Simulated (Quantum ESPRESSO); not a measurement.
**Ba under changes of volume**

One of the cells (62.989 Å³/atom); the others are scaled copies at fixed shape and fractional positions:

```
Ba
1.0
    -2.50650    2.50650    2.50650
     2.50650   -2.50650    2.50650
     2.50650    2.50650   -2.50650
Ba
1
Direct
  0.00000 0.00000 0.00000
```

| Quantity | Value |
| --- | --- |
| Program | Quantum ESPRESSO 7.5 |
| Functional | PBEsol |
| Potentials or basis | GBRV 1.5 PBEsol |
| Cutoff | 612 eV |
| Density cutoff | 4898 eV |
| k mesh | 8 × 8 × 8 |
| Occupations | fermi-dirac, width 0.05 eV |
| Spin | no spin polarisation |

```csv
volume (Å³/atom),energy over the lowest point (meV/atom),pressure (GPa)
59.209,0.00,-0.2
60.469,?,?
61.729,5.93,-0.6
62.989,10.94,-0.7
64.249,17.15,-0.9
65.508,24.45,-1.0
66.768,32.74,-1.1
```

Q: What does the run at 60.469 Å³/atom give?

A: Energy over the lowest point 2.25 meV/atom; pressure -0.4 GPa.

Worked out: A Birch-Murnaghan fit of order 3 (a polynomial in V^(-2/3)) to the other rows has its minimum at 58.10 Å³/atom, just outside them, with B0 = V·E''(V) = 10.2 GPa and B' = 3.4. It gives 2.24 meV/atom at 60.469 Å³/atom, against the run's 2.25, and -dE/dV = -0.4 GPa, against -0.4.

Energies are extrapolated to zero smearing.
